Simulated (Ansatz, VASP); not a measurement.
## One calculation of HfN, two programs

INCAR

```
  ALGO = Normal
  EDIFF = 1E-6
  EDIFFG = -0.005
  ENCUT = 600
  GGA = PE
  IBRION = 2
  ISIF = 3
  ISMEAR = -1
  LASPH = T
  LCHARG = F
  LREAL = F
  LWAVE = F
  NELM = 100
  NSW = 32
  PREC = Accurate
  SIGMA = 0.02
```

File KPOINTS:

```
k-points
0
Gamma
  11 11 11
```

POSCAR

```
HfN
1.0
    0.0000000000      2.2740609709      2.2740609709
    2.2740609709      0.0000000000      2.2740609709
    2.2740609709      2.2740609709      0.0000000000
Hf N
1 1
Direct
    0.0000000000      0.0000000000      0.0000000000
    0.5000000000      0.5000000000      0.5000000000
```

Input for Ansatz:

```yaml
crystal:
  lattice:
    - [0.0, 2.2740609709, 2.2740609709]
    - [2.2740609709, 0.0, 2.2740609709]
    - [2.2740609709, 2.2740609709, 0.0]
  atoms:
    - { symbol: Hf, position: [0.0, 0.0, 0.0] }
    - { symbol: "N", position: [0.5, 0.5, 0.5] }
kpoints:
  mp_grid: { grid: [11, 11, 11] }
scf:
  occupations: { method: fermi_dirac, width: 0.02 }
hamiltonian:
  xc: pbe
  pseudopotentials: { kind: all_electron, lapw: { basis_error: 0.0005 } }
output:
  forces: true
  stress: true
  eigenvalues: true
relax:
  f_tol: 0.005
  max_steps: 12
  cell: {}
```

Alike in both runs: task relaxation of cell and atoms; functional PBE; k mesh 11 × 11 × 11; occupations fermi-dirac, width 0.02 eV; no spin polarisation.

|  | VASP | Ansatz |
| --- | --- | --- |
| version | VASP 6.6.1 | Ansatz 0.2.0 |
| potentials or method | VASP PAW PBE potentials, release 64 (Hf_pv, N) | all-electron LAPW, scalar-relativistic |
| plane-wave cutoff (eV) | 600 | see its input |

VASP gave:

| Item | Value |
| --- | --- |
| relaxed volume (Å³/atom) | 11.65 |
| relaxed cell length with the largest relative difference (Å) | 3.206 |

Q: What did Ansatz give for the same quantities?

A: Relaxed volume (Å³/atom): 11.76; relaxed cell length with the largest relative difference (Å): 3.216.

Ansatz ran all-electron here, so the differences hold the error of VASP's frozen core and of both bases.

The runs have no spin-orbit coupling, so splittings on Hf are missing.
